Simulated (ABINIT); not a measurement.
# GaP (F-43m) in ABINIT: a series of runs, part 2 of 2

ABINIT 10.8.3 (patched build). The steps go on from the part before.

## (3) Single point, PBEsol

Contents of run.abi:

```
# Pseudopotentials
pp_dirpath "./"
pseudos "Ga.upf, P.upf"

# Structure
acell 3*1.0 Angstrom
rprim
     0.0000000000     2.7252500000     2.7252500000
     2.7252500000     0.0000000000     2.7252500000
     2.7252500000     2.7252500000     0.0000000000
ntypat 2
znucl 31 15
natom 2
typat 1 2
xred
     0.0000000000     0.0000000000     0.0000000000
     0.7500000000     0.7500000000     0.7500000000

# Plane-wave basis
ecut 979.609905 eV

# k points
kptopt 1
ngkpt 6 6 6
nshiftk 1
shiftk 0.0 0.0 0.0

# Exchange and correlation
ixc -116133

# Bands and occupations
nband 13
occopt 3
tsmear 0.05 eV

# SCF cycle
nstep 100
tolvrs 1.0e-10

# Output
iomode 3
prtwf 0
prteig 0
prtebands 0
enunit 2
prtvol 2
prtden 1
prtvha 1
prtvclmb 1
prtpot 1
prtelf 1
```

Potentials or basis: PseudoDojo NC SR PBEsol v0.4.1 standard.

On the command line:

```bash
abinit run.abi > log 2>&1
```

run.abo:

```text
.Version 10.8.3 of ABINIT
 Symmetries : space group F-4 3 m (#216); Bravais cF (face-center cubic)
================================================================================
 Values of the parameters that define the memory need of the present run
     intxc =       0    ionmov =       0      iscf =       7    lmnmax =       6
     lnmax =       6     mgfft =      40  mpssoang =       3    mqgrid =    3001
     natom =       2  nloc_mem =       1    nspden =       1   nspinor =       1
    nsppol =       1      nsym =      24    n1xccc =    2501    ntypat =       2
    occopt =       3   xclevel =       2
       mpw =        2838          nfft =       64000          nkpt =          16
================================================================================
================================================================================

--------------------------------------------------------------------------------
------------- Echo of variables that govern the present computation ------------
--------------------------------------------------------------------------------
 -outvars: echo values of preprocessed input variables --------
            acell      1.8897261259E+00  1.8897261259E+00  1.8897261259E+00 Bohr
              amu      6.97230000E+01  3.09737620E+01
             ecut      3.60000000E+01 Hartree
           enunit           2
              ixc     -116133
         kptrlatt        6    0    0      0    6    0      0    0    6
          kptrlen      4.36989965E+01
            natom           2
            nband          13
            ngfft          40      40      40
             nkpt          16
            nstep         100
             nsym          24
           ntypat           2
           occopt           3
        prtebands           0
           prteig           0
           prtelf           1
           prtpot           1
         prtvclmb           1
           prtvha           1
           prtvol           2
            prtwf           0
            rprim      0.0000000000E+00  2.7252500000E+00  2.7252500000E+00
                       2.7252500000E+00  0.0000000000E+00  2.7252500000E+00
                       2.7252500000E+00  2.7252500000E+00  0.0000000000E+00
          spgroup         216
           tolvrs      1.00000000E-10
           tsmear      1.83746611E-03 Hartree
            typat      1  2
           xangst      0.0000000000E+00  0.0000000000E+00  0.0000000000E+00
[... 329 lines left out ...]
 -10.31825  -10.18765  -10.17597  -10.13816  -10.12027   -5.40937   -2.02760    0.25288
   2.39084    6.75609   10.25307   11.64261   11.92573
 kpt#  13, nband= 13, wtk=  0.01389, kpt=  0.5000  0.5000  0.0000 (reduced coord)
 -10.34231  -10.16319  -10.15997  -10.15997  -10.10494   -5.16872   -2.44781    1.64737
   1.64737    5.87224    6.07157   14.87492   14.87492
 kpt#  14, nband= 13, wtk=  0.11111, kpt=  0.5000  0.3333  0.1667 (reduced coord)
 -10.31125  -10.19118  -10.18013  -10.14118  -10.11620   -6.06994   -1.23962    1.07340
   2.28374    7.90312    8.58555    9.48026   12.37034
 kpt#  15, nband= 13, wtk=  0.11111, kpt= -0.3333  0.3333  0.1667 (reduced coord)
 -10.31730  -10.19130  -10.17345  -10.13783  -10.11923   -5.40681   -2.08504    0.61599
   1.84884    8.19492    8.80698   10.63149   12.07854
 kpt#  16, nband= 13, wtk=  0.05556, kpt= -0.3333  0.5000  0.1667 (reduced coord)
 -10.32835  -10.18004  -10.16598  -10.14759  -10.11401   -5.09785   -2.29569    0.93568
   1.04563    7.72346    7.92623   11.82227   11.84728
 Total charge density [el/Bohr^3]
)     Maximum=    1.8987E+00  at reduced coord.    0.0750    0.9000    0.9750
)Next maximum=    1.8987E+00  at reduced coord.    0.0500    0.9000    0.9750
)     Minimum=    4.8468E-05  at reduced coord.    0.0000    0.0000    0.0000
)Next minimum=    9.2192E-04  at reduced coord.    0.7500    0.7500    0.7500
   Integrated=    1.8000E+01

--- !EnergyTerms
iteration_state     : {dtset: 1, }
comment             : Components of total free energy in Hartree
kinetic             :  6.51725184519744E+01
hartree             :  2.60940075428440E+01
xc                  : -2.27619834364696E+01
Ewald energy        : -4.82388119106609E+01
psp_core            :  2.09678041768652E+00
local_psp           : -6.86453362120605E+01
non_local_psp       : -3.70183540966760E+01
internal            : -8.33011792433620E+01
'-kT*entropy'       : -5.59886326745403E-10
total_energy        : -8.33011792439219E+01
total_energy_eV     : -2.26674056315205E+03
band_energy         : -3.97149666781861E+00
...

 Cartesian components of stress tensor (hartree/bohr^3)
  sigma(1 1)=  4.88208518E-05  sigma(3 2)=  0.00000000E+00
  sigma(2 2)=  4.88208518E-05  sigma(3 1)=  0.00000000E+00
  sigma(3 3)=  4.88208518E-05  sigma(2 1)=  0.00000000E+00

-Cartesian components of stress tensor (GPa)         [Pressure= -1.4364E+00 GPa]
- sigma(1 1)=  1.43635905E+00  sigma(3 2)=  0.00000000E+00
- sigma(2 2)=  1.43635905E+00  sigma(3 1)=  0.00000000E+00
- sigma(3 3)=  1.43635905E+00  sigma(2 1)=  0.00000000E+00

== END DATASET(S) ==============================================================
================================================================================

 -outvars: echo values of variables after computation  --------
            acell      1.8897261259E+00  1.8897261259E+00  1.8897261259E+00 Bohr
           etotal     -8.3301179244E+01
            fcart      1.2662680354E-29  1.2662680354E-29 -3.7988041063E-29
                      -1.2662680354E-29 -1.2662680354E-29  3.7988041063E-29
            rprim      0.0000000000E+00  2.7252500000E+00  2.7252500000E+00
                       2.7252500000E+00  0.0000000000E+00  2.7252500000E+00
                       2.7252500000E+00  2.7252500000E+00  0.0000000000E+00
           strten      4.8820851847E-05  4.8820851847E-05  4.8820851847E-05
                       0.0000000000E+00  0.0000000000E+00  0.0000000000E+00
           xangst      0.0000000000E+00  0.0000000000E+00  0.0000000000E+00
                       4.0878750000E+00  4.0878750000E+00  4.0878750000E+00
             xred      0.0000000000E+00  0.0000000000E+00  0.0000000000E+00
                       7.5000000000E-01  7.5000000000E-01  7.5000000000E-01
 Calculation completed.
```

It took 17 s on 1 thread of Intel Xeon 6975P-C (Granite Rapids), shared host; peak memory 0.08 GiB.

Results:

| Property | Result |
| --- | --- |
| Free energy | -2266.7406 eV |
| Pressure | -1.4 GPa |
| Band gap on the k mesh | 1.51 eV, indirect (least direct gap 1.73 eV) |
| Valence electrons inside the program's atomic spheres | Ga 10.83; P 2.77 |

Levels at points of the mesh, in eV from the valence-band top:
```csv
k point,band 6,band 7,band 8,band 9,band 10,band 11,band 12,band 13
"(0.00, 0.00, 0.00)",-12.52,0.00,0.00,0.00,1.73,3.82,3.82,3.82
"(0.50, 0.00, 0.00)",-10.44,-6.69,-1.13,-1.13,1.58,4.64,4.64,8.09
"(0.50, 0.50, 0.00)",-9.53,-6.81,-2.71,-2.71,1.51,1.71,10.52,10.52
```

## (4) Single point, PBE, spin-orbit coupling, no magnetisation

Contents of run.abi:

```
# Pseudopotentials
pp_dirpath "./"
pseudos "Ga.upf, P.upf"

# Structure
acell 7.2831660764 7.2831660764 7.2831660764
rprim
     0.0000000000     0.7071067812     0.7071067812
     0.7071067812     0.0000000000     0.7071067812
     0.7071067812     0.7071067812     0.0000000000
ntypat 2
znucl 31 15
natom 2
typat 1 2
xred
     0.0000000000     0.0000000000     0.0000000000
     0.7500000000     0.7500000000     0.7500000000

# Plane-wave basis
ecut 36.0

# k points
kptopt 1
ngkpt 6 6 6
nshiftk 1
shiftk 0.0 0.0 0.0

# Exchange and correlation
ixc 11

# Bands and occupations
nband 26
occopt 3
tsmear 0.00183747

# Spin
nspinor 2
nspden 1
so_psp 2*1

# SCF cycle
nstep 100
tolvrs 1.0e-10

# Output
iomode 3
prtwf 0
prtden 0
prteig 0
prtebands 0
enunit 1
prtvol 2
```

Potentials or basis: PseudoDojo NC FR PBE v0.4 standard.

On the command line:

```bash
abinit run.abi > log 2>&1
```

Run time: 83 s. Hardware: 1 thread of Intel Xeon 6975P-C (Granite Rapids), shared host; peak memory 0.1 GiB.

Results (log left out):

| Item | Value |
| --- | --- |
| Free energy | -2269.8554 eV |
| Pressure | 1.7 GPa |
| Band gap on the k mesh | 1.62 eV, indirect (least direct gap 1.79 eV) |
| Valence electrons inside the program's atomic spheres | Ga 10.83; P 2.79 |

Levels at points of the mesh, in eV from the valence-band top:
```csv
k point,band 14,band 15,band 16,band 17,band 18,band 19,band 20,band 21,band 22,band 23
"(0.00, 0.00, 0.00)",-0.08,0.00,0.00,0.00,0.00,1.79,1.79,3.75,3.75,3.91
"(0.50, 0.00, 0.00)",-6.66,-1.18,-1.18,-1.11,-1.11,1.64,1.64,4.66,4.66,4.72
"(0.50, 0.50, 0.00)",-6.78,-2.72,-2.72,-2.70,-2.70,1.62,1.62,1.79,1.79,10.50
```

## (5) Single point, PBE

Contents of run.abi:

```
pp_dirpath "./"
pseudos "Ga.upf, P.upf"

acell 3*1.0
rprim
     0.0000000000     5.1499761211     5.1499761211
     5.1499761211     0.0000000000     5.1499761211
     5.1499761211     5.1499761211     0.0000000000
ntypat 2
znucl 31 15
natom 2
typat 1 2
xred
     0.0000000000     0.0000000000     0.0000000000
     0.7500000000     0.7500000000     0.7500000000

ecut 36.0

kptopt 1
ngkpt 6 6 6
nshiftk 1
shiftk 0.0 0.0 0.0

ixc 11

nband 13
occopt 3
tsmear 0.05 eV

nstep 100
tolvrs 1.0e-10

iomode 3
prtwf 0
prteig 0
prtebands 0
enunit 2
prtden 1
prtvha 1
prtvclmb 1
prtpot 1
prtelf 1
```

Potentials or basis: PseudoDojo NC SR PBE v0.4.1 standard.

On the command line:

```bash
abinit run.abi > log 2>&1
```

Wall time 13 s (1 thread of Intel Xeon 6975P-C (Granite Rapids), shared host); peak memory 0.08 GiB.

It converged, with:

| Quantity | Value |
| --- | --- |
| Free energy | -2270.1819 eV |
| Band gap on the k mesh | 1.65 eV, indirect (least direct gap 1.82 eV) |
| Valence electrons inside the program's atomic spheres | Ga 10.83; P 2.79 |

Levels at points of the mesh, in eV from the valence-band top:
| k point | band 6 | band 7 | band 8 | band 9 | band 10 | band 11 | band 12 | band 13 |
| --- | --- | --- | --- | --- | --- | --- | --- | --- |
| (0.00, 0.00, 0.00) | -12.49 | 0.00 | 0.00 | 0.00 | 1.82 | 3.89 | 3.89 | 3.89 |
| (0.50, 0.00, 0.00) | -10.43 | -6.63 | -1.12 | -1.12 | 1.67 | 4.72 | 4.72 | 8.29 |
| (0.50, 0.50, 0.00) | -9.53 | -6.75 | -2.68 | -2.68 | 1.65 | 1.82 | 10.57 | 10.57 |

Caveat: the cutoff is too short for stress, so the log's stress isn't used.

## (6) Single point, LDA

Contents of run.abi:

```
pp_dirpath "./"
pseudos "Ga.upf, P.upf"

acell 3.8540855109 3.8540855109 3.8540855109 Angstrom
rprim
     0.0000000000     0.7071067812     0.7071067812
     0.7071067812     0.0000000000     0.7071067812
     0.7071067812     0.7071067812     0.0000000000
ntypat 2
znucl 31 15
natom 2
typat 1 2
xred
     0.0000000000     0.0000000000     0.0000000000
     0.7500000000     0.7500000000     0.7500000000

ecut 36.0

kptopt 1
ngkpt 6 6 6
nshiftk 1
shiftk 0.0 0.0 0.0

ixc 7

nband 13
occopt 3
tsmear 0.05 eV

nstep 100
tolvrs 1.0e-10

iomode 3
prtwf 0
prteig 0
prtebands 0
prtden 1
prtvha 1
prtvclmb 1
prtpot 1
prtelf 1
```

Potentials or basis: PseudoDojo NC SR LDA v0.4.1 standard.

On the command line:

```bash
mpirun --bind-to none -np 4 abinit run.abi > log 2>&1
```

Run time: 6.2 s. Hardware: 4 MPI ranks of Arm Neoverse V2, shared host; peak memory 0.24 GiB.

It converged, with:

- Free energy: -2268.0097 eV
- Band gap on the k mesh: 1.50 eV, indirect (least direct gap 1.60 eV)
- Valence electrons inside the program's atomic spheres: Ga 10.85; P 2.78

Levels at points of the mesh, in eV from the valence-band top:
```
           k point  band 6  band 7  band 8  band 9  band 10  band 11  band 12  band 13
(0.00, 0.00, 0.00)  -12.52    0.00    0.00    0.00     1.60     3.79     3.79     3.79
(0.50, 0.00, 0.00)  -10.44   -6.72   -1.13   -1.13     1.50     4.63     4.63     8.06
(0.50, 0.50, 0.00)   -9.52   -6.85   -2.71   -2.71     1.50     1.68    10.43    10.43
```

Caveat: the cutoff is too short for stress, so the log's stress isn't used.

## (7) Overview

```csv
level,potentials or basis,spin,gap on the mesh (eV),pressure (GPa)
PBEsol,PseudoDojo NC SR PBEsol v0.4.1 standard,off,1.51,-1.4
PBE,PseudoDojo NC FR PBE v0.4 standard,"SOC, no magnetisation",1.62,1.7
PBE,PseudoDojo NC SR PBE v0.4.1 standard,off,1.65,-
LDA,PseudoDojo NC SR LDA v0.4.1 standard,off,1.50,-
```

Alike in all rows: task single point; cell as given; k mesh 6 × 6 × 6; cutoff (eV) 980; smearing fermi-dirac 0.05 eV.

Absolute energies hang on the potentials; compare differences alone.

## (8) How close it comes

Step 2. Against the measured gap of GaP, 2.34 eV (indirect; 10 K; quoted in “Stacking defects in GaP nanowires: Electronic structure and optical properties”, 2018, arxiv:1810.01194), the calculated 1.51 eV is off by -0.83 eV. Spin-orbit coupling on Ga is left out. The value is that of PBEsol on a finite k mesh, which can miss the band edges, without temperature or zero-point motion. Semilocal functionals fall short of measured gaps as a rule.

Step 3. Against the measured gap of GaP, 2.34 eV (indirect; 10 K; quoted in “Stacking defects in GaP nanowires: Electronic structure and optical properties”, 2018, arxiv:1810.01194), the calculated 1.51 eV is off by -0.83 eV. Spin-orbit coupling on Ga is left out. The value is that of PBEsol on a finite k mesh, which can miss the band edges, without temperature or zero-point motion. Semilocal functionals fall short of measured gaps as a rule.

Step 4. Against the measured gap of GaP, 2.34 eV (indirect; 10 K; quoted in “Stacking defects in GaP nanowires: Electronic structure and optical properties”, 2018, arxiv:1810.01194), the calculated 1.62 eV is off by -0.72 eV. The value is that of PBE on a finite k mesh, which can miss the band edges, without temperature or zero-point motion. Semilocal functionals fall short of measured gaps as a rule.

Step 5. A measured gap of GaP is 2.34 eV (indirect; 10 K; quoted in “Stacking defects in GaP nanowires: Electronic structure and optical properties”, 2018, arxiv:1810.01194); the calculated 1.65 eV misses it by -0.69 eV. Spin-orbit coupling on Ga is left out. The value is that of PBE on a finite k mesh, which can miss the band edges, without temperature or zero-point motion. Semilocal functionals fall short of measured gaps as a rule.

Step 6. Against the measured gap of GaP, 2.34 eV (indirect; 10 K; quoted in “Stacking defects in GaP nanowires: Electronic structure and optical properties”, 2018, arxiv:1810.01194), the calculated 1.50 eV is off by -0.84 eV. Spin-orbit coupling on Ga is left out. The value is that of LDA on a finite k mesh, which can miss the band edges, without temperature or zero-point motion. Semilocal functionals fall short of measured gaps as a rule.
